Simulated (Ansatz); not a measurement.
AlGa₃N₄: enthalpy against pressure

AlGa₃N₄, P-43m, a = 4.468 Å. The structure is a Materials Project entry; whether it is the stable form wasn't checked. Ansatz: PBEsol, PAW, 420 eV, Γ-centred 6×6×6 mesh on 8 atoms, Gaussian smearing 0.02 eV; no spin polarisation. Cell and atoms are relaxed at each pressure, and no other structure is tried, so the rows at high pressure may lie past a change of phase. y is the enthalpy over the state at zero pressure; there V0 = 11.147 Å³/atom. The pressures are the targets, met within 0.04 GPa.

```tsv
P (GPa)	y (eV/atom)
-1.0	-0.0697
0.0	0.0000
1.0	0.0694
4.0	?
12.0	0.8112
25.0	1.6454
```

Problem. Fit y = c1 P + c2 P² + c3 P³ to the other rows, say what c1 and c2 mean, and predict the missing value.

Solution. Least squares on the rows shown. y = 0.069546 P − 0.00017413 P² + 9.9721×10⁻⁷ P³. Since dH/dP = V, c1 is V0: 0.069546 eV/GPa × 160.2 = 11.141 Å³ against 11.147; c2 = −V0/(2B0) gives B0 = 200 GPa, where a Birch–Murnaghan fit to the volumes of the same runs (not shown) gives 192 GPa. At P = 4.0 the fit asked for gives 0.2755 eV/atom. The run gave 0.2754 eV/atom, so the fit is 0.0001 eV/atom too high, a small miss on the scale of the series.